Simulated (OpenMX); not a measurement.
Set up this calculation in OpenMX 3.8.5, as the native input.

```
Task                : single point
Functional          : PBE
Potentials or basis : OpenMX 2013 PBE set, Be7.0-s2p1, fixed grid of 18 × 18 × 18 points
k mesh              : 15 × 15 × 15
Occupations         : fermi-dirac, width 0.05 eV
Spin                : no spin polarisation
Mixing scheme       : rmm-diisk
SCF threshold       : 1e-08 Ha
Solver              : band
Max SCF cycles      : 100
```

Be:

```
CELL_PARAMETERS angstrom
-1.25312 1.24686 1.24686
1.25312 -1.25939 1.25939
1.25312 1.25939 -1.25939
ATOMIC_POSITIONS crystal
Be 0.00000 0.00000 0.00000
```

The cell isn't the ideal one: strain yz of -0.01 (engineering), atoms clamped.

One way to write it, as run:

Be.dat

```
System.CurrrentDirectory             ./
System.Name                          Be
DATA.PATH                            ./DFT_DATA13
level.of.stdout                      1
level.of.fileout                     0
Species.Number                       1
<Definition.of.Atomic.Species
  Be  Be7.0-s2p1             Be_PBE13
Definition.of.Atomic.Species>

Atoms.Number                         1
Atoms.SpeciesAndCoordinates.Unit     FRAC
<Atoms.SpeciesAndCoordinates
    1  Be    0.0000000000    0.0000000000    0.0000000000   1.000  1.000
Atoms.SpeciesAndCoordinates>

Atoms.UnitVectors.Unit               Ang
<Atoms.UnitVectors
    -1.2531209513    1.2468553465    1.2468553465
     1.2531209513   -1.2593865561    1.2593865561
     1.2531209513    1.2593865561   -1.2593865561
Atoms.UnitVectors>

scf.XcType                           GGA-PBE
scf.SpinPolarization                 off
scf.ElectronicTemperature            580.226
scf.energycutoff                     300.0
scf.maxIter                          100
scf.EigenvalueSolver                 band
scf.Kgrid                            15 15 15
scf.Mixing.Type                      rmm-diisk
scf.Init.Mixing.Weight               0.05
scf.Min.Mixing.Weight                0.001
scf.Max.Mixing.Weight                0.3
scf.Mixing.History                   25
scf.Mixing.StartPulay                8
scf.criterion                        1.0e-8
scf.stress.tensor                    on
MD.Type                              nomd
scf.Ngrid                            18 18 18
```

Potentials or basis: OpenMX 2013 PBE set, Be7.0-s2p1, fixed grid of 18 × 18 × 18 points.

The run is started by

```console
$ openmx Be.dat -nt 1 > Be.std
```

Results of the run:

| Quantity | Value |
| --- | --- |
| Pressure | -0.3 GPa |
| Band gap on the k mesh | none (metal or under the smearing width) |

Caveat: the basis of atomic orbitals isn't converged, which shifts pressures, moduli and gaps.

Run time: 18 s on 1 thread of AMD EPYC 7B13 (Zen 3), with other jobs on the host, peak memory 0.19 GiB.
